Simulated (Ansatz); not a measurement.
## What moves the field gradients of V2O5?

Cell of run 1: a Materials Project structure (computed, not necessarily an observed phase).

Space group Pmmn:1 (No. 59); a = 3.5517, b = 11.6044, c = 4.2634 Å.

| site | Wyckoff | site symmetry | x | y | z |
| --- | --- | --- | --- | --- | --- |
| V | 4e | m.. | 0.0000 | 0.1483 | 0.8886 |
| O5 | 2a | mm2 | 0.0000 | 0.0000 | 0.9936 |
| O6 | 4e | m.. | 0.0000 | 0.1467 | 0.5140 |
| O7 | 4e | m.. | 0.5000 | 0.1819 | 0.9942 |

One atom of each set is listed.

All runs are DFT with Ansatz 0.2.0 (plane waves and PAW, scalar-relativistic unless spin–orbit coupling is named, Γ-centred meshes, Fermi–Dirac smearing where given) in this cell.

Run 1: PBE, atoms as given; 420 eV, 6×2×5 k-points, smearing 0.02 eV.
Run 2: r2SCAN, atoms as given; 500 eV, 6×2×5 k-points, smearing 0.02 eV.
Run 3: PBE, gradients read without the response of the cores, atoms as given; 420 eV, 6×2×5 k-points, smearing 0.02 eV.

```
run   V V_zz (η)   O5 V_zz (η)   O6 V_zz (η)   O7 V_zz (η)
  1  0.76 (0.68)  -6.07 (0.01)  -1.00 (0.70)  -5.20 (0.71)
  2            ?             ?             ?             ?
  3  0.76 (0.63)  -6.24 (0.03)  -0.95 (0.74)  -5.35 (0.72)
```

V_zz in 10²¹ V/m².

(1) Estimate the row of run 2.

Answers

(1) V: 0.77 (0.09); O5: -6.29 (0.10); O6: -0.67 (0.93); O7: -5.40 (0.74). It lies nearest to run 3, from whose tensors on these sites it differs by 0.36 at most (largest principal value of the difference, on O6). Taken one at a time, the functional (r2SCAN with its higher cutoff) moves the tensors on these sites by up to 0.42 (largest principal value of the change, on O6), the response of the cores by 0.17 (O5).

In runs 1, 2, 3 the atoms aren't at the calculated equilibrium (largest force 0.53, 1.1, 0.53 eV/Å).
